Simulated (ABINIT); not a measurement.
Set up this calculation in ABINIT 10.8.3 (patched build), as the native input.

| Property | Result |
| --- | --- |
| Task | equation of state |
| Functional | LDA |
| Potentials or basis | JTH PAW PBE v2.0 |
| Cutoff | 707 eV |
| k mesh | 9 × 9 × 9 |
| Occupations | fermi-dirac, width 0.05 eV |
| Spin | no spin polarisation |
| Fine-grid cutoff | 1306.15 eV |

Pb:

```
Pb
1.0
    -1.97966    1.97966    1.97966
     1.97966   -1.97966    1.97966
     1.97966    1.97966   -1.97966
Pb
1
Direct
  0.00000 0.00000 0.00000
```

This isn't the form of Pb at room conditions, which is fcc.

These files were run (other wordings do the same):

run.abi

```
# Datasets: one volume each
ndtset 7
getwfk -1
scalecart1 3*0.9795861087
scalecart2 3*0.9864848297
scalecart3 3*0.9932883884
scalecart4 3*1.0000000000
scalecart5 3*1.0066227096
scalecart6 3*1.0131594038
scalecart7 3*1.0196128224

# Pseudopotentials
pp_dirpath "./"
pseudos "Pb.GGA_PBE-JTH.xml"

# Structure
acell 6.4796270145 6.4796270145 6.4796270145
rprim
    -0.5773502692     0.5773502692     0.5773502692
     0.5773502692    -0.5773502692     0.5773502692
     0.5773502692     0.5773502692    -0.5773502692
ntypat 1
znucl 82
natom 1
typat 1
xred
     0.0000000000     0.0000000000     0.0000000000

# Plane-wave basis
ecut 26.0
pawecutdg 48.0

# k points
kptopt 1
ngkpt 9 9 9
nshiftk 1
shiftk 0.0 0.0 0.0

# Exchange and correlation
ixc 7

# Bands and occupations
nband 11
occopt 3
tsmear 0.05 eV

# SCF cycle
nstep 100
tolvrs 1.0e-9

# Output
iomode 3
prtwf 1
prtden 0
prteig 0
prtebands 0
```

Potentials or basis: JTH PAW PBE v2.0.

Run with:

```console
$ abinit run.abi > log 2>&1
```

It gave:

```json
{
 "Equilibrium volume": "28.83 Å³/atom (rough: see the caveat)",
 "Bulk modulus": "55 GPa (rough)"
}
```

Caveat: pressures at fixed basis lie under the slope of the energies; the minimum lies outside the volumes run; the PAW data sets were made with another functional, which shifts forces and pressure a little.

It took 88 s on 1 thread of AMD EPYC 7R43 64-Core Processor (Zen 3) (shared host), peak memory 0.13 GiB.
